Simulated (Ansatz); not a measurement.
# SiO$_{2}$: the gap under pressure

SiO$_{2}$, Fddd, a = 4.759 Å, b = 9.522 Å, c = 14.855 Å. This isn't the usual stable structure of the compound. Ansatz: PBE, PAW, 420 eV, Γ-centred 6×6×6 mesh on 12 atoms, Gaussian smearing 0.02 eV; no spin polarisation. Cell and atoms are relaxed at each pressure, and no other structure is tried, so the rows at high pressure may lie past a change of phase. The gap is sought over the whole zone. The pressures are the targets, met within 0.03 GPa.

```
P (GPa) gap y (eV)
   -3.0           ?
    0.0       5.598
    3.0       5.745
    8.0       5.886
   15.0       5.949
   30.0       5.741
```

Task: Fit y = E0 + αP + βP² to the other rows and predict the missing gap.

Result: Least squares on the rows shown. y = 5.6134 + 0.042695 P − 0.0012846 P². So α = 42.7 meV/GPa, but the rows at 0 and 3 GPa alone give 49 meV/GPa, so the parabola doesn't give the slope at zero pressure. With a term in P³ added, the coefficient of P becomes 0.05433, 27 % more, which shows how far this figure hangs on the form. At P = -3.0 the fit asked for gives 5.474 eV. The run gave 5.420 eV, so the fit is 0.054 eV too high, 10 % of the span of the series, against an rms of 0.013 eV on the fitted rows. The row lies outside the fitted range. With a term in P³ added, a fit to the same known rows predicts 5.414 eV, so most of the miss is curvature that the known rows already hold.

Semilocal functionals give gaps under the measured ones; changes of the gap mostly carry over better.